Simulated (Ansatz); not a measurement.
# Eu, one cell by several methods

```
Eu
1.0
     0.08294    4.18836    4.18836
     4.18836    0.08294    4.18836
     4.18836    4.18836    0.08294
Eu
2
Direct
  0.00000 0.00000 0.00000
  0.25000 0.25000 0.25000
```

Atom numbers follow the list: Eu1, Eu2.

The structure comes from a relaxation in the same program, started in the diamond type. Whether it is a known phase or the ground state wasn't checked. The listed cell was then made from it by scaling, straining or moving an atom.

Semilocal functionals without a Hubbard term describe localised f shells poorly; where the shell is localised, the real material differs.

Other magnetic orders may lie lower; this is the state that the run reached.

No spin–orbit coupling, which matters for the heavy atoms here.

Levels of theory: DFT, PBE, PAW with Ansatz's default frozen-core files, scalar-relativistic (Ansatz 0.2.0); DFT, PBE, all-electron PAW with datasets made for the crystal, scalar-relativistic (Ansatz 0.2.0); DFT, PBE, all-electron LAPW, scalar-relativistic (Ansatz 0.2.0).

For PAW: a Γ-centred 10×10×10 k mesh, Fermi–Dirac smearing of 0.05 eV, cutoff 420 eV, spin-polarised from start moments Eu1 7, Eu2 7 μB. The crystal-made all-electron datasets (AE datasets) take a cutoff of 260 eV at this cell. LAPW targets a basis error of 0.25 meV/atom. The Ansatz runs share mesh, smearing and spin set-up. Plane-wave (PAW) pressures include the program's estimate of the Pulay term.

Stress and pressure are positive in compression.

The change that made this cell: equal xy, yz and zx engineering shear strains of +2 %.

```csv
quantity,PAW,AE datasets,LAPW
pressure (GPa),-0.01,0.01,0.01
"force on Eu1, x (eV/Å)",0.071,0.072,0.072
moment of the cell (μB),16.073,16.073,16.073
```

PAW's pressure differs from the LAPW value by -0.02 GPa. Datasets made for the crystal and LAPW share parts of one code, so their agreement isn't an independent check.
